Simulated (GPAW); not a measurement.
Crystal: Ta2N.

```
Ta N
1.0
     3.11286    0.00000    0.00000
    -1.55643    2.69582    0.00000
     0.00000    0.00000    4.86984
Ta N
2 1
Direct
  0.33333 0.66667 0.25471
  0.66667 0.33333 0.74529
  0.00000 0.00000 0.00000
```

The cell comes from a database or a generator and needn't be the stable form of this composition.

* Program: GPAW 26.7.0
* Task: relaxation of cell and atoms
* Functional: PBEsol
* Dispersion: D4
* Potentials or basis: PAW data sets generated in the run's folder for this functional
* Cutoff: 800 eV
* Basis: pw
* k mesh: 7 × 7 × 4
* Occupations: fermi-dirac, width 0.05 eV
* Spin: no spin polarisation

At the start: pressure -10.9 GPa; volume 13.62 Å³/atom.

Q: Where does the relaxation end?

A: Over 7 steps the energy falls by 18.1 meV/atom and the volume is 13.11 Å³/atom (-3.8 %); space group P-3m1 (No. 164, to 0.05 Å).

Step by step:
```tsv
step	energy change (eV)	largest force (eV/Å)	pressure (GPa)	volume (Å³)
1	0.0000	0.2964	-10.95	40.87
2	-0.0320	0.1407	-7.20	40.33
3	-0.0528	0.1409	0.17	39.36
4	-0.0535	0.0864	-0.10	39.38
5	-0.0542	0.0164	-0.06	39.35
6	-0.0542	0.0182	0.03	39.34
7	-0.0544	0.0121	0.15	39.32
```

Final structure:
```
CELL_PARAMETERS angstrom
3.07995 0.00000 0.00000
-1.53998 2.66732 0.00000
0.00000 0.00000 4.78662
ATOMIC_POSITIONS crystal
Ta 0.33333 0.66667 0.25383
Ta 0.66667 0.33333 0.74617
N 0.00000 0.00000 0.00000
```

Caveat: later steps reuse the first step's grids; pairwise dispersion overbinds metals, which lowers pressure and volume.
